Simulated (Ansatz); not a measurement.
**Cu2O: Field gradients at the nuclei**

The cell is a COD entry, whose atoms a relaxation with PBE at fixed cell left in place.

```cif
data_Cu2O
_symmetry_space_group_name_H-M 'Pn-3m:1'
_symmetry_Int_Tables_number 224
_cell_length_a 4.2600
_cell_length_b 4.2600
_cell_length_c 4.2600
_cell_angle_alpha 90.000
_cell_angle_beta 90.000
_cell_angle_gamma 90.000
loop_
_atom_site_label
_atom_site_type_symbol
_atom_site_symmetry_multiplicity
_atom_site_Wyckoff_symbol
_atom_site_fract_x
_atom_site_fract_y
_atom_site_fract_z
Cu Cu 4 b 0.2500 0.2500 0.2500
O O 2 a 0.0000 0.0000 0.0000
```

One atom of each set is listed.

Computed with Ansatz: DFT, PBE, plane waves and PAW, scalar-relativistic, 420 eV cutoff, Γ-centred 7×7×7 k-points, Fermi–Dirac smearing 0.02 eV.

C_Q = eQV_zz/h, which is 24.18 MHz for Q = 1 b and V_zz = 10²¹ V/m²; η = (V_xx − V_yy)/V_zz.

⁶⁵Cu: I = 3/2, Q = -204.0 mb; O-17: I = 5/2, Q = -25.58 mb. Quadrupole moments are those of Pyykkö's year-2017 table.

Task: Give the quadrupolar parameters of the distinct sites.

Result: 

| site | atoms | first shell | V_zz (10²¹ V/m²) | η | C_Q (MHz) |
| --- | --- | --- | --- | --- | --- |
| Cu | 4 | 2 O at 1.84 Å, angle 180° | -5.30 | 0.00 | 26.2 |
| O | 2 | 4 Cu at 1.84 Å | 0.00 | – | 0 |

An axis of threefold or higher order runs through Cu, so V_zz lies along it and η is zero. O sits on a cubic site, where every gradient vanishes.

Semilocal functionals underestimate gradients at Cu(I) with two or three neighbours, in Cu₂O by a fifth to nearly a half.

The relaxation (1 step) took 1.4 s of wall time (4.1 s of CPU time) and 0.52 GiB at its peak, on 4 threads of Intel Xeon 6975P-C (Granite Rapids) (x86_64; 32 cores open to the job, memory cap 10.0 GiB, no GPU), a shared host with a load of 0.3 a core.
